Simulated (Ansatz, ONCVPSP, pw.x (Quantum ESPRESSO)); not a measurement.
## What a changed setting does to a pw.x run (fcc Ge)

Potential: optimised norm-conserving Vanderbilt (ONCV), ONCVPSP 4.0.1, PBE; core [Ar] 3d10, reference 4s1 4p3; waves: 4s: rc 1.65 bohr, ncon 4, nbas 8, qcut 4.1 1/bohr, 2 projectors, debl 2.9 Ha; 4p: rc 2.05 bohr, ncon 3, nbas 7, qcut 4.3 1/bohr, 2 projectors, debl 1.7 Ha; d scattering state at 0.14 Ha: rc 1.90 bohr, ncon 3, nbas 7, qcut 5.5 1/bohr, 2 projectors, debl 2.3 Ha; local part: polynomial inside 1.44 bohr (lpopt 5, dvloc0 2 Ha); core correction: Teter function, fcfact 4.25, rcfact 1.05.

The reference run (k-mesh 13³, cutoffs 80/320 Ry, Fermi–Dirac 0.01 Ry, mixing_beta 0.4, conv_thr 1e-9, no spin) gives -0.36 GPa at 19.575 Å³/atom, where all-electron LAPW gives 0.01 GPa. This run, with its own iteration cap, changes k-mesh points per axis to 6.

```
&control
  calculation='scf', prefix='x', pseudo_dir='./', outdir='./tmp', tstress=.true., disk_io='none'
/
&system
  ibrav=0, nat=1, ntyp=1, ecutwfc=80, ecutrho=320, nbnd=9,
  occupations='smearing', smearing='fd', degauss=0.01
/
&electrons
  conv_thr=1e-09, mixing_beta=0.4, electron_maxstep=60
/
ATOMIC_SPECIES
Ge 1.0 Ge.UPF
CELL_PARAMETERS angstrom
  0.00000000 2.13906472 2.13906472
  2.13906472 0.00000000 2.13906472
  2.13906472 2.13906472 0.00000000
ATOMIC_POSITIONS crystal
Ge 0.0000 0.0000 0.0000
K_POINTS automatic
6 6 6 0 0 0
```

```bash
pw.x < Ge.scf.in > Ge.scf.out
```

How does the run end?

It converges in 6 iterations; the free energy moves by +130.8 meV/atom and the pressure by +1.91 GPa.

```
Message from routine setup:
     using ibrav=0 with symmetry is DISCOURAGED, use correct ibrav instead
     lattice parameter (alat)  =       5.7166  a.u.
     unit-cell volume          =     132.0986 (a.u.)^3
     number of electrons       =         4.00
     number of Kohn-Sham states=            9
     kinetic-energy cutoff     =      80.0000  Ry
     charge density cutoff     =     320.0000  Ry
     scf convergence threshold =      1.0E-09
     Exchange-correlation= PBE
     number of k points=    16  Fermi-Dirac smearing, width (Ry)=  0.0100
     iteration #  1     ecut=    80.00 Ry     beta= 0.40
     total energy              =      -8.43768630 Ry
     estimated scf accuracy    <       0.00378407 Ry
     iteration #  2     ecut=    80.00 Ry     beta= 0.40
     total energy              =      -8.43737957 Ry
     estimated scf accuracy    <       0.00112815 Ry
     iteration #  3     ecut=    80.00 Ry     beta= 0.40
     total energy              =      -8.43743196 Ry
     estimated scf accuracy    <       0.00000055 Ry
     iteration #  4     ecut=    80.00 Ry     beta= 0.40
     total energy              =      -8.43743562 Ry
     estimated scf accuracy    <       0.00000002 Ry
     iteration #  5     ecut=    80.00 Ry     beta= 0.40
     total energy              =      -8.43743563 Ry
     estimated scf accuracy    <          2.7E-09 Ry
     iteration #  6     ecut=    80.00 Ry     beta= 0.40
     the Fermi energy is     7.5234 ev
!    total energy              =      -8.43743563 Ry
     estimated scf accuracy    <          4.2E-11 Ry
     smearing contrib. (-TS)   =      -0.00449078 Ry
     The total energy is F=E-TS. E is the sum of the following terms:
     one-electron contribution =       3.51693130 Ry
     hartree contribution      =       0.09535286 Ry
     xc contribution           =      -2.97133984 Ry
     ewald contribution        =      -9.07388917 Ry
     convergence has been achieved in   6 iterations
          total   stress  (Ry/bohr**3)                   (kbar)     P=       15.52
     Message from routine punch:
     Nothing written, as per user request (disk_io='none')
```

The run took about 4.4 s on one core of a shared host (Intel(R) Xeon(R) Platinum 8488C, 192 threads, 744 GiB, load 108).
